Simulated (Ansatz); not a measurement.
**Tl: how the settings move a single-point run**

Aim: see which settings change the result for Tl, by how much, and at what cost.

Method: reference: DFT, PBE, all-electron LAPW, scalar-relativistic, in Ansatz 0.2.0.

1 further run of the same task is left out (it didn't finish). Runs told in other sessions of the task aren't counted.

**1. The structure to begin with**

Symmetry: P-1, No. 2, triclinic system. Conventional cell: a = 3.411 Å, b = 3.457 Å, c = 5.526 Å, α = 91.73°, β = 90.64°, γ = 118.70°. Tl (site symmetry 1) is surrounded by 12 Tl at 3.36 to 3.50 Å.

Structure file:

```xyz
2
Lattice="3.4560 0.0518 0.0518 -1.6831 2.9671 0.0190 0.0829 0.0829 5.5250" Properties=species:S:1:pos:R:3 pbc="T T T"
Tl    0.0506    2.0160    1.4112
Tl    1.8051    1.0857    4.1846
```

**2. Baseline**

input.yaml reads:

```yaml
crystal:
  lattice:
    - [3.4559983565, 0.0518399754, 0.0518399754]
    - [-1.6831044427, 2.9670623845, 0.0189747479]
    - [0.082875, 0.082875, 5.525]
  atoms:
    - { symbol: Tl, position: [0.3333333333, 0.6666666667, 0.25] }
    - { symbol: Tl, position: [0.6666666667, 0.3333333333, 0.75] }
kpoints:
  mp_grid: { grid: [11, 11, 6] }
scf:
  occupations: { method: fermi_dirac, width: 0.05 }
hamiltonian:
  xc: pbe
  pseudopotentials: { kind: all_electron, lapw: { basis_error: 0.0005 } }
output:
  forces: true
  stress: true
  eigenvalues: true
```

Command:

```bash
> ansatz run input.yaml --threads 1 --pin off --max-ram 2048MiB --backend cpu --events-out ev --progress --plain --runs-dir out
```

**3. Changed: mp_grid.shift [0.5, 0.5, 0.5], n_extra_bands 2**

input.yaml, as its differences from that of step 2:

```diff
@@ -9,5 +9,6 @@
 kpoints:
-  mp_grid: { grid: [11, 11, 6] }
+  mp_grid: { grid: [11, 11, 6], shift: [0.5, 0.5, 0.5] }
 scf:
   occupations: { method: fermi_dirac, width: 0.05 }
+  n_extra_bands: 2
 hamiltonian:
```

Q: Predict the outcome of this session. Wanted: for each run, ending; energy change; pressure; gap; force.

**Answer**, as computed:

```
                                              run     ending  energy change  pressure (GPa)  gap (eV)  force (eV/Å)  cycles     time
                                        reference  converged              0             3.2      0.00          0.03       7  2.1 min
1: mp_grid.shift [0.5, 0.5, 0.5], n_extra_bands 2  converged  +7.5 meV/atom             3.3      0.00          0.02       7  1.9 min
```

Residual by cycle in the longest SCF loop of each run; runs are numbered as in the table. The quantity is the density residual dr2, in eV.

```
cycle  reference    run 1
    1    0.00823  0.00827
    2     2.2e-4   1.3e-4
    3     4.2e-4   3.6e-4
    4     5.8e-5   4.8e-5
    5     4.4e-6   3.5e-6
    6     9.3e-7   1.6e-7
    7     2.0e-8   4.6e-8
```

Changing the k-point mesh and band count moves the energy by +7.5 meV/atom. Sampling errors of the energy have no fixed sign. The other settings changed steer the path, not the converged energy, so the shift is the mesh's.
